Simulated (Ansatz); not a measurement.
**Squeezing and stretching Cu₂O**

Reference cell: an entry of the Crystallography Open Database (COD), whose atoms a relaxation with PBE at fixed cell left in place.

Space group Pn-3m:1 (No. 224); a = 4.2685 Å.

| site | Wyckoff | site symmetry | x | y | z |
| --- | --- | --- | --- | --- | --- |
| Cu | 4b | .-3m | 0.2500 | 0.2500 | 0.2500 |
| O | 2a | -43m | 0.0000 | 0.0000 | 0.0000 |

One atom of each set is listed.

All values are calculated (Ansatz; DFT, PBE, plane waves and PAW, scalar-relativistic, 420 eV cutoff, Γ-centred 7×7×7 k-points, Fermi–Dirac smearing 0.02 eV), not measured.

The cell is scaled uniformly, and the ions relax again at each size.

| V/V₀ | pressure (GPa) | gap on the k-mesh (eV) |
| --- | --- | --- |
| 0.94 | 11.3 | 0.67 |
| 0.96 | 8.0 | 0.61 |
| 0.98 | 5.1 | 0.57 |
| 1.00 | ? | ? |
| 1.02 | 0.1 | 0.48 |
| 1.04 | -2.0 | 0.44 |
| 1.06 | -3.8 | 0.40 |

(1) Estimate the row at V/V₀ = 1.00, the equilibrium volume and the bulk modulus.

Results:

(1) pressure (GPa): 2.5; gap on the k-mesh (eV): 0.52. Worked: a parabola in ln(V/V₀) through the other 6 rows gives 2.5 GPa there. It crosses zero pressure at V/V₀ = 1.021, the equilibrium volume of this functional, where the bulk modulus is B = −dP/d ln V = 112 GPa. The gap falls as the cell grows, by 0.022 eV per per cent of volume.

PBE gaps are too small, by a third to a half in many semiconductors; their changes with volume are better.
